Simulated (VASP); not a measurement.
Set up this calculation in VASP 6.6.1, as the native input.

```
Task                   : relaxation of cell and atoms
Functional             : PBE
Potentials or basis    : VASP PAW PBE potentials, release 64 (Cu)
Cutoff                 : 520 eV
k mesh                 : 28 × 28 × 28
Occupations            : gaussian, width 0.1 eV
Spin                   : no spin polarisation
Further INCAR settings : ALGO = Fast; EDIFF = 1e-07; IBRION = 2; EDIFFG = -0.002; NSW = 80; ISIF = 3
```

The structure of Cu lies in POSCAR:

```
Cu
1.0
    0.0000000000      1.8075000000      1.8075000000
    1.8075000000      0.0000000000      1.8075000000
    1.8075000000      1.8075000000      0.0000000000
Cu
1
Direct
    0.0000000000      0.0000000000      0.0000000000
```

One way to write it, as run:

INCAR

```
PREC     = Accurate       # precision mode
ENCUT    = 520            # plane-wave cutoff, eV
EDIFF    = 1E-7           # SCF threshold, eV
ISMEAR   = 0              # smearing method
SIGMA    = 0.1            # smearing width, eV
LREAL    = False          # projectors in reciprocal space
LASPH    = True           # aspherical terms in the spheres
NELM     = 100            # most SCF steps
ALGO     = Fast           # electronic algorithm
ISIF     = 3              # what is computed and relaxed
LWAVE    = False          # write WAVECAR
LCHARG   = False          # write CHGCAR
GGA      = PE             # functional
IBRION   = 2              # ionic algorithm
NSW      = 80             # ionic steps
EDIFFG   = -0.002         # ionic threshold
```

KPOINTS

```
regular mesh
0
Gamma
  28 28 28
```

Potentials or basis: VASP PAW PBE potentials, release 64 (Cu).

Launch:

```console
$ cat potpaw_PBE.64/Cu/POTCAR > POTCAR
$ mpirun -np 1 vasp_std > vasp.out
```

Results of the run:

* Relaxed volume: 11.99 Å³/atom
* Relaxed cell: a = 2.569 Å, b = 2.569 Å, c = 2.569 Å, α = 60.00°, β = 60.00°, γ = 60.00°
* Space group after relaxing (to 0.05 Å): Fm-3m (No. 225)
* Energy gained by relaxing: 1.3 meV/atom
* Ionic steps: 9
* Pressure after relaxing: 0.0 GPa
* Band gap on the k mesh: none (metal or under the smearing width)

Run time: 100 s on 1 thread of Intel(R) Xeon(R) 6975P-C (Granite Rapids), with other jobs on the host, peak memory 0.2 GiB.
